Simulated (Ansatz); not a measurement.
Ansatz input

```yaml
crystal:
  lattice:
    - [0.0, 1.7024983329, 1.7024983329]
    - [1.7024983329, 0.0, 1.7024983329]
    - [1.7024983329, 1.7024983329, 0.0]
  atoms:
    - { symbol: Fe, position: [0.0, 0.0, 0.0], spin: 2.5 }
hamiltonian:
  xc: pbesol
  pseudopotentials:
    kind: paw
    azcp:
      Fe: "pseudopotentials/Fe.paw.azcp"
basis:
  ecutwfc: 420
  fft_grid_basis: typed
kpoints:
  mp_grid: { grid: [26, 26, 26], shift: [0, 0, 0] }
magnetization:
  spin_polarized: true
scf:
  occupations: { method: fermi_dirac, width: 0.05 }
output:
  write_density: true
  write_potential: true
  elf: true
  volumetric_format: npy
```

Output

```
Warning: the record states the generating functional pbe (its physics header spells it `PBE`), which answers neither for hamiltonian.xc's functional nor for the pbesol family's — results may be inconsistent (PPs are generated against a specific XC)
Engine: ansatz 0.2.0, x86_64-unknown-linux-gnu
Pseudopotentials: kind: paw
Pseudopotential: Fe, paw, valence charge 16, recommended cutoff 420 eV (normal) 
Functional definition: PBEsol
  exchange = pbesol_x
  correlation = pbesol_c
Crystal: 1 atoms, lattice volume = 9.869 Å³
Basis set: ecut = 420 eV, 181 PW (Γ)
Bands: 14, of which v1, the nominal top of the filled ones, is band 8 counted from 1 (7 counted from 0)
Symmetry: 48 space group operations
Space group: Fm-3m (ITA 225), of the structure as read, at distance tolerance 2.1e-5 Å
Magnetic group: BNS 225.116 (UNI 1618), of the structure as read, at distance tolerance 2.1e-5 Å
k-points: 511 of 17576
Non-local potential: Fe, projectors of the file, l = 0: 3, l = 1: 2, l = 2: 3, l = 3: 1
PAW form: soft (Blöchl's): semilocal exchange-correlation on the pseudo side does not see the compensation charge
PAW frozen core: Fe, regenerated for the run's functional, and the local potential with it (the file was generated under x = pbe(κ = 0.804, μ = 0.2195149727645171), c = pbe(β = 0.06672455060314922))
PAW one-centre angular grid: Fe, 590 points (default); XC on 64 Gauss nodes
Initial density: superposition of atomic densities (chi_scale 0.1, normalization cell)
Starting moments: Σ|m| = 2.5 μB on 1 of 1 site
Initial wavefunctions: pseudopotential atomic-orbital guess
Functional: x = pbesol(κ = 0.804, μ = 0.12345679012345678), c = pbesol(β = 0.046)
SCF iter   1: F=—  HF=-4450.040030 eV  |F-HF|=—  |Δ(HF+E_count)|=         —  Δρ=3.46e-1 (↑3.46e-1 ↓1.34e-1)  dr2=3.67e0  dr2_m=4.91e0  M=0.524 μB ∫|m|=0.527 μB  β_m=0.30  ethr=3.10e-3  ⟨swp⟩=5.4  Hψ=70403  notcnv=0
Mixer restart at iter 1: flushing history
SCF iter   2: F=—  HF=-4447.952762 eV  |F-HF|=—  |Δ(HF+E_count)|=    2.09e0  Δρ=1.14e-1 (↑7.85e-2 ↓1.14e-1)  dr2=9.14e-2  dr2_m=8.24e-1  M=0.993 μB ∫|m|=1.002 μB  β_m=0.34  ethr=3.10e-3  ⟨swp⟩=3.2  Hψ=38816  notcnv=0  defer=761
SCF iter   3: F=—  HF=-4448.475649 eV  |F-HF|=—  |Δ(HF+E_count)|=   5.23e-1  Δρ=9.94e-2 (↑9.94e-2 ↓8.26e-2)  dr2=2.21e-2  dr2_m=7.48e-1  M=0.762 μB ∫|m|=0.771 μB  β_m=0.43  ethr=5.71e-4  ⟨swp⟩=3.0  Hψ=33780  notcnv=0  defer=756
SCF iter   4: F=—  HF=-4448.787971 eV  |F-HF|=—  |Δ(HF+E_count)|=   3.12e-1  Δρ=2.67e-2 (↑1.80e-2 ↓2.67e-2)  dr2=9.13e-3  dr2_m=4.41e-2  M=0.580 μB ∫|m|=0.596 μB  β_m=0.67  ethr=1.38e-4  ⟨swp⟩=2.9  Hψ=29743  notcnv=0  defer=749
SCF iter   5: F=—  HF=-4448.792580 eV  |F-HF|=—  |Δ(HF+E_count)|=   4.61e-3  Δρ=1.17e-2 (↑1.17e-2 ↓7.03e-3)  dr2=2.15e-3  dr2_m=7.64e-3  M=0.405 μB ∫|m|=0.418 μB  β_m=0.83  ethr=5.71e-5  ⟨swp⟩=2.6  Hψ=25099  notcnv=0  defer=761
SCF iter   6: F=—  HF=-4448.796901 eV  |F-HF|=—  |Δ(HF+E_count)|=   4.32e-3  Δρ=1.41e-2 (↑1.41e-2 ↓6.51e-3)  dr2=4.86e-3  dr2_m=9.20e-3  M=0.312 μB ∫|m|=0.321 μB  β_m=0.73  ethr=1.34e-5  ⟨swp⟩=2.4  Hψ=20244  notcnv=0  defer=762
...
SCF iter   3: F=—  HF=-4448.795269 eV  |F-HF|=—  |Δ(HF+E_count)|=   1.30e-2  Δρ=1.91e-3 (↑1.26e-3 ↓1.91e-3)  dr2=1.89e-5  dr2_m=2.16e-4  M=0.356 μB ∫|m|=0.364 μB  ethr=6.25e-6  ⟨swp⟩=1.0  Hψ=47046  notcnv=0
SCF iter   4: F=—  HF=-4448.798171 eV  |F-HF|=—  |Δ(HF+E_count)|=   2.90e-3  Δρ=6.05e-5 (↑3.23e-5 ↓6.05e-5)  dr2=1.55e-7  dr2_m=1.66e-7  M=-0.001 μB ∫|m|=0.001 μB  ethr=3.15e-6  ⟨swp⟩=1.0  Hψ=39061  notcnv=0
an SCF towards Hund's moment on open shells that bore less, with the run's symmetry operations kept, reached no lower state that the run goes on to. This is no proof of a minimum
WARN: the starting moments were not kept: the SCF closed with an absolute magnetisation of 5.8e-7 μB, where they sum to 2.5 μB in size (1 site). That is at most 0.1 of that sum. Measured as dr2_m measures the in/out step, that magnetisation stands 6.2e-13 eV from none, at or under the dr2_threshold of 1.0e-7 eV: it is no larger than a step whose dr2_m would equal this threshold. The system may hold no moment; this SCF shows only that its start led to no more than that. To try another start: raise the starting moments (crystal.atoms[].spin, magnetization.per_species, magnetization.initial_magnetization, or on a non-collinear deck that types none of these the spinor_matrix: blocks that start its atoms; where the total moment is fixed, keep their sum and leave initial_magnetization as it is; typed ones take the place of any that the run laid by itself, positive ones on a crystal's lanthanoids without a Hubbard term where scf.initial_density.shell_occupations: [] is typed) or, if the notice of its spin-set hold's release reads "site moments contracting" or "site moments show no strong build", lengthen the hold (scf.mixing.spin_hold: { on: { confirm: 4 } }; for m-r²SCAN on two components see the key's manual first). Each may lead to a state that holds a moment. A second SCF, from the converged charge density, with the starting moments and any scf.initial_density.shell_occupations laid on it anew, would have followed, and was not run: the deck does not ask for one (magnetization.retry_lost_moments is false, the default). To let it run, set magnetization.retry_lost_moments: true and run the deck again, where that key's refused combinations let it; where memory then withholds it, that run's warning says so.
SCF converged after 15 iterations
Magnetization: 0.0000 μB (8.0000 up, 8.0000 down)
Absolute magnetization: 0.0000 μB (∫|ρ↑−ρ↓|, with the PAW one-centre terms)
Spin contamination: 0.0000 ħ² per cell (⟨S²⟩ above its minimum at these occupations)
Per-site moments (μB) at R_I (Å): [(5.670169642554337e-7, 0.9931746958257154)]
Free energy (F): -4448.798171 eV
Harris-Foulkes:  -4448.798171 eV  (|F-HF|=0.00e0)
Internal energy: -4448.785420 eV  (E = F + TS)
E sigma→0 (E₀):  -4448.791795 eV
Entropy (-TS):   -0.012751 eV (-12.751 meV/atom)
Fermi energy:    21.688154 eV
--- Per-component energies (eV) ---
  E_band       = -165.531029
  E_kinetic    = 356.590379
  E_local      = -1884.634276  (includes V_loc(G=0)·N_el)
  E_nonlocal   = 214.318630
  E_hartree    = 797.910408
  E_xc         = -119.257362
  E_vxc        = -154.287534  (∫ρ·V_xc dr)
  E_paw        = -1332.067438  (= ΣΔE_a)
  E_vpaw       = -293.340204  (= ΣTr[D̂ρ^β])
  E_aug_tail   = 0.001174  (compensation charges beyond the density's cutoff)
  E_ewald      = -2481.826136
  E_core_change = 0.179202  (= ΣΔE_core)
  E_smearing   = -0.012751  (= −TS)
  E_closure    = 0.000000  (closes the sum)
  Σ components = -4448.798171   (vs F -4448.798171, Δ=0.00e0)
--- Band table (eV; the first three rows and the last of 1022) ---
  k-point 0 ↑: bands = ["-65.2583", "-31.0405", "-31.0405", "-31.0405", "12.4868", "19.9444", "19.9444", "19.9444", "21.6193", "21.6193", "44.4652", "50.3358", "50.3358", "50.3358"]
  k-point 1 ↑: bands = ["-65.2563", "-31.0508", "-31.0418", "-31.0418", "12.5527", "19.9182", "19.9645", "19.9645", "21.6090", "21.6090", "44.4392", "49.5379", "50.2973", "50.2973"]
  k-point 2 ↑: bands = ["-65.2504", "-31.0810", "-31.0457", "-31.0457", "12.7479", "19.8433", "20.0210", "20.0210", "21.5820", "21.5820", "44.2924", "48.0443", "50.1938", "50.1938"]
  k-point 510 ↓: bands = ["-65.0750", "-31.5116", "-31.4636", "-31.2950", "17.6176", "18.6617", "19.1813", "21.4697", "23.0591", "30.8218", "32.0474", "33.7333", "35.6360", "52.1252"]
```
